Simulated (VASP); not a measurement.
Set up this calculation in VASP 6.6.1, as the native input.

* Task: single point
* Functional: HSE06
* Potentials or basis: VASP PAW PBE potentials, release 64 (Sr_sv, O)
* Cutoff: 520 eV
* k mesh: 6 × 6 × 6
* Occupations: gaussian, width 0.01 eV
* Spin: no spin polarisation
* Dipole correction: no
* Exchange at q = 0: truncated
* Grid for exact exchange (PRECFOCK): Normal
* Screening parameter: 0.2079 1/A
* Further INCAR settings: ALGO = Normal; EDIFF = 1e-06; NBANDS = 15

SrO:

```
CELL_PARAMETERS angstrom
0.17395 2.82633 2.82633
2.82633 0.17395 2.82633
2.82633 2.82633 0.17395
ATOMIC_POSITIONS crystal
Sr 0.00539 0.00539 0.00539
O 0.24461 0.24461 0.24461
```

The cell was built by a generator and needn't be a form met in nature.

The cell isn't the ideal one: epitaxial_111 strain -5.0%.

One way to write it, as run:

POSCAR

```
SrO
1.0
    0.1739462916      2.8263335547      2.8263335547
    2.8263335547      0.1739462916      2.8263335547
    2.8263335547      2.8263335547      0.1739462916
Sr O
1 1
Direct
    0.0053923474      0.0053923474      0.0053923474
    0.2446076526      0.2446076526      0.2446076526
```

INCAR.step1

```
SYSTEM = SrO
PREC = Accurate ; ENCUT = 520
EDIFF = 1E-5 ; ISMEAR = 0
SIGMA = 0.01 ; LREAL = .FALSE.
LASPH = .TRUE. ; NELM = 60
ALGO = Normal ; ISIF = 2
LWAVE = .TRUE. ; LCHARG = .FALSE.
GGA = PE ; NBANDS = 15
```

INCAR.step2

```
SYSTEM = SrO
PREC = Accurate ; ENCUT = 520
EDIFF = 1E-6 ; ISMEAR = 0
SIGMA = 0.01 ; LREAL = .FALSE.
LASPH = .TRUE. ; NELM = 60
ALGO = Normal ; ISIF = 2
LWAVE = .FALSE. ; LCHARG = .FALSE.
GGA = PE ; LHFCALC = .TRUE.
HFSCREEN = 0.2079 ; PRECFOCK = Normal
ISTART = 1 ; NBANDS = 15
```

KPOINTS

```
regular mesh
0
G
  6 6 6
  0 0 0
```

Potentials or basis: VASP PAW PBE potentials, release 64 (Sr_sv, O).

Run with:

```sh
$ cat potpaw_PBE.64/Sr_sv/POTCAR potpaw_PBE.64/O/POTCAR > POTCAR
$ cp INCAR.step1 INCAR
$ mpirun -np 1 vasp_std > vasp.out
$ cp INCAR.step2 INCAR
$ mpirun -np 1 vasp_std > vasp.out
```

Results of the run:

* Pressure: 4.1 GPa
* Largest force: 0.017 eV/Å
* Band gap on the k mesh: 4.01 eV, indirect (least direct gap 4.90 eV)

Caveat: the PAW data sets were made with another functional, which shifts forces and pressure a little.

It took 44 min on 1 thread of AMD EPYC 9R45 (Zen 5) (shared host), peak memory 0.27 GiB.
